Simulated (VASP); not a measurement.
# Au: single point with LDA

Au:

```
Au
1.0
     1.36286   -2.46819    0.00000
     1.36286    2.46819    0.00000
     0.00000    0.00000    4.72519
Au
2
Direct
  0.66533 0.33467 0.25000
  0.33467 0.66533 0.75000
```

The cell isn't the ideal one: functional LDA, strained and moved within the space group.

| Item | Value |
| --- | --- |
| Program | VASP 6.6.1 |
| Task | single point |
| Functional | LDA |
| Potentials or basis | VASP PAW LDA potentials, release 64 (Au) |
| Cutoff | 520 eV |
| k mesh | 16 × 16 × 10 |
| Occupations | gaussian, width 0.1 eV |
| Spin | no spin polarisation |
| Dipole correction | no |
| Further INCAR settings | ALGO = Fast; EDIFF = 1e-07; NBANDS = 18 |

| Item | Value |
| --- | --- |
| Pressure | 10.3 GPa |
| Largest force | 0.031 eV/Å |
| Band gap on the k mesh | none (metal or under the smearing width) |

Forces on the atoms (eV/Å):
```
Au   0.000  0.031  0.000
Au   0.000 -0.031  0.000
```

Stress tensor (GPa, compression positive):
```
13.42  0.00  0.00
 0.00  9.17  0.00
 0.00  0.00  8.41
```

Levels at points of the mesh, in eV from the Fermi level:
```csv
k point,band 8,band 9,band 10,band 11,band 12,band 13,band 14,band 15
"(0.00, 0.00, 0.00)",-3.84,-3.64,-2.28,-2.19,-1.57,2.94,14.50,15.55
"(0.50, 0.00, 0.00)",-2.02,-1.81,-1.62,0.55,2.03,6.07,7.60,8.07
"(0.50, 0.50, 0.00)",-1.91,-1.90,-1.69,0.27,1.52,5.62,7.28,7.51
"(0.00, 0.00, 0.50)",-4.68,-2.84,-2.84,-2.66,-2.66,10.90,10.90,14.87
"(0.50, 0.00, 0.50)",-2.58,-1.68,-1.68,0.47,0.47,4.66,4.66,13.52
"(0.50, 0.50, 0.50)",-2.58,-1.77,-1.77,0.06,0.06,4.05,4.05,13.06
```

Wall time 74 s on 1 thread of Intel(R) Xeon(R) 6975P-C (Granite Rapids), on a shared host, peak memory 0.3 GiB.

Spin-orbit coupling is left out, which matters for the levels of Au.
